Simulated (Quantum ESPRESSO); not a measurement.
# TaN(001), stepped through the number of layers, part 2 of 7

Wanted: a table for TaN(001) against the number of layers, and what can be fitted to it.

Quantum ESPRESSO 7.5; plane-wave DFT, PBE, GBRV ultrasoft pseudopotentials.

So far. Step 2 (Relaxing cell and ions of the reference):  The last row is no step: it is a fresh SCF in the final cell with a new plane-wave basis, +0 meV from the row before.

## (3) Self-consistent run of the reference

A bulk run at that cell gives the reference energy and levels.

Contents of ref.bulk.in:

```
&control
  prefix = 'ref.bulk'
  outdir = './out'
  pseudo_dir = './pseudo'
  calculation = 'scf'
  tprnfor = .true.
/
&system
  ibrav = 0
  nat = 4
  ntyp = 2
  ecutwfc = 40
  ecutrho = 200
  occupations = 'smearing'
  smearing = 'mv'
  degauss = 0.02
/
&electrons
  conv_thr = 1e-09
  mixing_beta = 0.4
  electron_maxstep = 120
/
ATOMIC_SPECIES
  Ta  180.9479  ta_pbe_v1.uspp.F.UPF
  N   14.0070  n_pbe_v1.2.uspp.F.UPF
CELL_PARAMETERS angstrom
  3.12077658300000 0.00000000000000 0.00000000000000
  0.00000000000000 3.12077658300000 0.00000000000000
  0.00000000000000 0.00000000000000 4.41962095900000
ATOMIC_POSITIONS crystal
  Ta  0.000000000000 0.000000000000 0.000000000000
  N   0.500000000000 0.500000000000 0.000000000000
  Ta  0.500000000000 0.500000000000 0.500000000000
  N   0.000000000000 0.000000000000 0.500000000000
K_POINTS automatic
  13 13 9 0 0 0
```

Command:

```console
$ OMP_NUM_THREADS=1 mpirun -n 4 pw.x -nk 4 -in ref.bulk.in > ref.bulk.out
```

Log:

```text
[banner, memory and clock lines left out]
Program PWSCF v.7.5 starts
[citation notice left out]

[...]
Message from routine setup:
[...]
bravais-lattice index     =            0
     lattice parameter (alat)  =       5.8974  a.u.
     unit-cell volume          =     290.4738 (a.u.)^3
     number of atoms/cell      =            4
     number of atomic types    =            2
     number of electrons       =        36.00
     number of Kohn-Sham states=           22
     kinetic-energy cutoff     =      40.0000  Ry
     charge density cutoff     =     200.0000  Ry
     scf convergence threshold =      1.0E-09
     mixing beta               =       0.4000
     number of iterations used =            8  plain     mixing
     Exchange-correlation= SLA  PW   PBE  PBE
                           (   1   4   3   4   0   0   0)

[...]
PseudoPot. # 1 for Ta read from file:
     ./pseudo/ta_pbe_v1.uspp.F.UPF
     Pseudo is Ultrasoft + core correction, Zval = 13.0
     Generated by new atomic code, or converted to UPF format
     Using radial grid of  921 points,  7 beta functions with:
                l(1) =   0
                l(2) =   0
                l(3) =   1
                l(4) =   1
                l(5) =   2
                l(6) =   2
                l(7) =   3
     Q(r) pseudized with  6 coefficients,  rinner =    1.300   1.300   1.300
                                                       1.300   1.300   1.300
                                                       1.300

     PseudoPot. # 2 for N  read from file:
     ./pseudo/n_pbe_v1.2.uspp.F.UPF
     Pseudo is Ultrasoft + core correction, Zval =  5.0
     Generated by new atomic code, or converted to UPF format
     Using radial grid of  729 points,  4 beta functions with:
                l(1) =   0
                l(2) =   0
                l(3) =   1
                l(4) =   1
     Q(r) pseudized with  8 coefficients,  rinner =    0.900   0.900   0.900

     atomic species   valence    mass     pseudopotential
     Ta               13.00   180.94790     Ta( 1.00)
     N                 5.00    14.00700     N ( 1.00)

     16 Sym. Ops., with inversion, found

[...]
number of k points=   140  Marzari-Vanderbilt smearing, width (Ry)=  0.0200

     Number of k-points >= 100: set verbosity='high' to print them.

     Dense  grid:    13813 G-vectors     FFT dimensions: (  27,  27,  40)

     Smooth grid:     9949 G-vectors     FFT dimensions: (  24,  24,  36)

     Initial potential from superposition of free atoms

     starting charge      35.9978, renormalised to      36.0000

     negative rho (up, down):  1.887E-01 0.000E+00
     Starting wfcs are   34 randomized atomic wfcs

     per-process dynamical memory:    34.1 Mb

     Self-consistent Calculation

     iteration #  1     ecut=    40.00 Ry     beta= 0.40
     Davidson diagonalization with overlap
     ethr =  1.00E-02,  avg # of iterations =  2.0

     negative rho (up, down):  1.917E-01 0.000E+00

     total energy              =    -324.00169087 Ry
     estimated scf accuracy    <       0.98710026 Ry

     iteration #  2     ecut=    40.00 Ry     beta= 0.40
[...]
negative rho (up, down):  1.939E-01 0.000E+00

[...]
total energy              =    -324.27841117 Ry
     estimated scf accuracy    <       0.08562398 Ry

     iteration #  3     ecut=    40.00 Ry     beta= 0.40
[...]
negative rho (up, down):  1.979E-01 0.000E+00

[...]
total energy              =    -324.28644003 Ry
     estimated scf accuracy    <       0.00899220 Ry

     iteration #  4     ecut=    40.00 Ry     beta= 0.40
[...]
negative rho (up, down):  1.978E-01 0.000E+00

[...]
total energy              =    -324.28669604 Ry
     estimated scf accuracy    <       0.01593905 Ry

     iteration #  5     ecut=    40.00 Ry     beta= 0.40
[...]
negative rho (up, down):  1.979E-01 0.000E+00

[...]
total energy              =    -324.28996529 Ry
     estimated scf accuracy    <       0.00005544 Ry

     iteration #  6     ecut=    40.00 Ry     beta= 0.40
[...]
negative rho (up, down):  1.981E-01 0.000E+00

[...]
total energy              =    -324.28998628 Ry
     estimated scf accuracy    <       0.00016073 Ry

[...]
iteration #  9     ecut=    40.00 Ry     beta= 0.40
[...]
negative rho (up, down):  1.981E-01 0.000E+00

[...]
total energy              =    -324.29000683 Ry
     estimated scf accuracy    <       0.00000098 Ry

     iteration # 10     ecut=    40.00 Ry     beta= 0.40
[...]
negative rho (up, down):  1.981E-01 0.000E+00

[...]
total energy              =    -324.29000686 Ry
     estimated scf accuracy    <       0.00000014 Ry

     iteration # 11     ecut=    40.00 Ry     beta= 0.40
[...]
negative rho (up, down):  1.981E-01 0.000E+00

[...]
total energy              =    -324.29000690 Ry
     estimated scf accuracy    <       0.00000002 Ry

     iteration # 12     ecut=    40.00 Ry     beta= 0.40
[...]
negative rho (up, down):  1.981E-01 0.000E+00

[...]
End of self-consistent calculation

     Number of k-points >= 100: set verbosity='high' to print the bands.

     the Fermi energy is    21.4063 ev

!    total energy              =    -324.29000690 Ry
     estimated scf accuracy    <          8.2E-10 Ry
     smearing contrib. (-TS)   =       0.00037575 Ry
     internal energy E=F+TS    =    -324.29038266 Ry

     The total energy is F=E-TS. E is the sum of the following terms:
     one-electron contribution =     -11.04140379 Ry
     hartree contribution      =      29.47467892 Ry
     xc contribution           =     -95.57196372 Ry
     ewald contribution        =    -247.15169407 Ry

     convergence has been achieved in  12 iterations

     negative rho (up, down):  1.981E-01 0.000E+00

     Forces acting on atoms (cartesian axes, Ry/au):

     atom    1 type  1   force =     0.00000000    0.00000000    0.00000000
     atom    2 type  2   force =     0.00000000    0.00000000    0.00000000
     atom    3 type  1   force =     0.00000000    0.00000000    0.00000000
     atom    4 type  2   force =     0.00000000    0.00000000    0.00000000

     Total force =     0.000000     Total SCF correction =     0.000000

[...]
```

Wall time 21 s (4 MPI ranks of Arm Neoverse V1, shared host); peak memory 0.34 GiB.

This step gave:

| Quantity | Value |
| --- | --- |
| free energy | -4412.1903 eV |

(Part 2 of 7 ends here.)

[Logs are printed without paths, hosts, clocks, repeated set-up lines and the standing remarks that a program may print on its own settings, such as how far it seeks lower states.]

[Hosts, paths, dates, database ids (printed as entryN), source tags and the programs' standing remarks are cut or masked in the printed files.]

[Maps of the electrostatic potential energy from Ansatz leave out the sawtooth potential of an applied field or a dipole correction, so their vacuum need not be flat; planar profiles and work functions include it.]
